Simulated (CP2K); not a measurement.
**SnSe under changes of volume**

One of the cells (27.271 Å³/atom); the others are scaled copies at fixed shape and fractional positions:

```
Sn Se
1.0
     4.25678    0.00000    0.00000
     2.12839    3.68648    0.00000
     2.12839    1.22883    3.47565
Sn Se
1 1
Direct
  0.00000 0.00000 0.00000
  0.50000 0.50000 0.50000
```

Measurements of this composition are mostly on another form, of space group No. 62.

```yaml
Program: CP2K 2026.2
Functional: LDA
Potentials_or_basis: GTH_POTENTIALS Sn GTH-PADE-q4, Se GTH-PADE-q6; TZVP-MOLOPT-PBE-GTH basis
Density_cutoff: 6123 eV
k_mesh: 8 × 8 × 8
Occupations: fermi-dirac, width 0.1 eV
Spin: no spin polarisation
```

```tsv
volume (Å³/atom)	energy over the lowest point (meV/atom)	pressure (GPa)	gap on the mesh (eV)
25.635	0.00	-0.1	0.79
26.180	2.28	-1.3	0.76
26.725	8.39	-2.3	0.69
27.271	17.86	-3.2	0.60
27.816	30.32	-4.1	0.52
28.362	45.52	-4.8	0.45
28.907	?	?	?
```

What does the run at 28.907 Å³/atom give?

Energy over the lowest point 63.12 meV/atom; pressure -5.5 GPa; gap on the mesh 0.38 eV.

Worked out: A Birch-Murnaghan fit of order 3 (a polynomial in V^(-2/3)) to the other rows has its minimum at 25.60 Å³/atom, just outside them, with B0 = V·E''(V) = 59 GPa and B' = 4.4. It gives 63.07 meV/atom at 28.907 Å³/atom, against the run's 63.12, and -dE/dV = -5.5 GPa, against -5.5. A parabola through the other rows of the gap, of slope -5.28 eV per unit of ln V there, extrapolates to 0.35 eV, against the run's 0.38.

Energies are extrapolated to zero smearing.

Caveats: spin-orbit coupling is left out, which moves the levels of the heavy elements; the basis of atomic orbitals isn't converged, which shifts pressures, moduli and gaps.

A mesh can miss the band edges.
